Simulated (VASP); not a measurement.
A run of VASP 6.6.1:

The input INCAR:

```
  AGGAC = 0.0
  ALGO = Normal
  EDIFF = 1E-7
  EDIFFG = -0.01
  ENCUT = 600
  GGA = BO
  IBRION = 2
  ISIF = 3
  ISMEAR = -1
  LASPH = True
  LCHARG = False
  LREAL = False
  LUSE_VDW = True
  LWAVE = False
  NELM = 80
  NSW = 40
  PARAM1 = 0.1833333333
  PARAM2 = 0.22
  PREC = Accurate
  SIGMA = 0.05
```

The input KPOINTS:

```
k-points
0
Gamma
  8 8 3
```

Contents of POSCAR:

```
ZnS
1.0
    3.8227000000      0.0000000000      0.0000000000
   -1.9113500000      3.3105553110      0.0000000000
    0.0000000000      0.0000000000     12.5200000000
Zn S
4 4
Direct
    0.6666666667      0.3333333333      0.7500000000
    0.3333333333      0.6666666667      0.2500000000
    0.0000000000      0.0000000000      0.5000000000
    0.0000000000      0.0000000000      0.0000000000
    0.6666666667      0.3333333333      0.9375000000
    0.3333333333      0.6666666667      0.4375000000
    0.0000000000      0.0000000000      0.6875000000
    0.0000000000      0.0000000000      0.1875000000
```

Potentials or basis: VASP PAW PBE potentials, release 64 (Zn, S).

Run with:

```bash
$ cat potpaw_PBE.64/Zn/POTCAR potpaw_PBE.64/S/POTCAR > POTCAR
$ mpirun -np 1 vasp_std > vasp.out
```

Hardware: 1 thread of Intel(R) Xeon(R) Platinum 8488C (Sapphire Rapids) (shared host).

**Question.** Estimate the wall time of this run.

**Answer.** Run time: 16 min on 1 thread of Intel(R) Xeon(R) Platinum 8488C (Sapphire Rapids) (shared host), peak memory 0.88 GiB. Counts: scf iterations 49, k points 20, ion steps 5.
